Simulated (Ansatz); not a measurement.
**Two Ansatz runs on In**

The cell is the one relaxed in the Materials Project (mp-1055994), not relaxed further here; entries there can be hypothetical.

First run: DFT, r2SCAN, all-electron PAW with datasets made for the crystal, scalar-relativistic (Ansatz 0.2.0).

Command: `ansatz run input.yaml --threads 1 --pin off --max-ram 2048MiB --backend cpu --events-out ev --progress --plain --runs-dir out` The run took 25 s on 1 thread of Arm Neoverse V1 (shared host), peak memory 0.5 GiB.

```yaml
crystal:
  lattice:
    - [-1.62973527, 1.62973527, 2.49289935]
    - [1.62973527, -1.62973527, 2.49289935]
    - [1.62973527, 1.62973527, -2.49289935]
  atoms:
    - { symbol: In, position: [0.0, 0.0, 0.0] }
kpoints:
  mp_grid: { grid: [14, 14, 14] }
  band_path:
    path:
      - [0.0, 0.0, 0.0]
      - [0.0, 0.0, 0.5]
      - [0.25, 0.25, 0.25]
      - [0.0, 0.5, 0.0]
      - [0.0, 0.0, 0.0]
      - [0.5, 0.5, -0.5]
      - [0.3568475698, 0.6431524302, -0.3568475698]
      - [-0.3568475698, 0.3568475698, 0.3568475698]
      - [0.0, 0.0, 0.0]
    npoints: 8
scf:
  occupations: { method: fermi_dirac, width: 0.03 }
hamiltonian:
  xc: r2scan
  pseudopotentials: { kind: all_electron, datasets: crystal }
output:
  forces: true
  stress: true
  eigenvalues: true
  efg: { contact_densities: true }
```

Result: converged; pressure -0.38 GPa; 9 SCF iterations.

No spin–orbit coupling, which matters for the heavy atoms here.

The input is then changed:

```diff
@@ -7,5 +7,5 @@
     - { symbol: In, position: [0.0, 0.0, 0.0] }
 kpoints:
-  mp_grid: { grid: [14, 14, 14] }
+  mp_grid: { grid: [14, 14, 14], shift: [0.5, 0.5, 0.5] }
   band_path:
     path:
@@ -21,5 +21,5 @@
     npoints: 8
 scf:
-  occupations: { method: fermi_dirac, width: 0.03 }
+  occupations: { method: tetrahedron }
 hamiltonian:
   xc: r2scan
```

What does the second run give?

It converged; energy at zero smearing +2.8 meV/atom from the first run; pressure -0.27 GPa; 9 SCF iterations.
